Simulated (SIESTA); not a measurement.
Tc, 4 atoms in the cell. Symmetry: P6_3/mmc, No. 194, hexagonal system. The conventional cell has a = 2.739 Å, b = 2.739 Å, c = 8.770 Å, α = 90.00°, β = 90.00°, γ = 120.00°. Around Tc (site symmetry -6m2) lie 12 Tc at 2.70 to 2.74 Å. Tc (site symmetry -3m) has 12 Tc at 2.70 to 2.74 Å as nearest neighbours. 

- Program: SIESTA 5.4.2
- Task: band structure
- Functional: PBEsol
- Potentials or basis: PseudoDojo 0.4 standard (PBEsol files, fully relativistic)
- Basis: DZP (energy shift 0.003 Ry; two zetas on semicore shells)
- Grid cutoff: 800 Ry
- Energy shift: 0.003 Ry
- k mesh: 8 × 8 × 2
- Occupations: fermi-dirac, width 0.05 eV
- Spin: non-collinear spin, zero start, spin-orbit coupling
- Starting moments: [[0.0, 0.0, 0.0], [0.0, 0.0, 0.0], [0.0, 0.0, 0.0], [0.0, 0.0, 0.0]] μB

Potentials or basis: PseudoDojo 0.4 standard (PBEsol files, fully relativistic), DZP (energy shift 0.003 Ry; two zetas on semicore shells).

Launch:

```sh
$ siesta < Tc.fdf > Tc.out 2>&1
```

Hardware: 1 thread of Arm Neoverse V2, with other jobs on the host.

How long does it take, and how much memory?

It took 5.6 min on 1 thread of Arm Neoverse V2, on a shared host, peak memory 0.64 GiB. Counts: scf iterations 8, k points 128, bands 184.
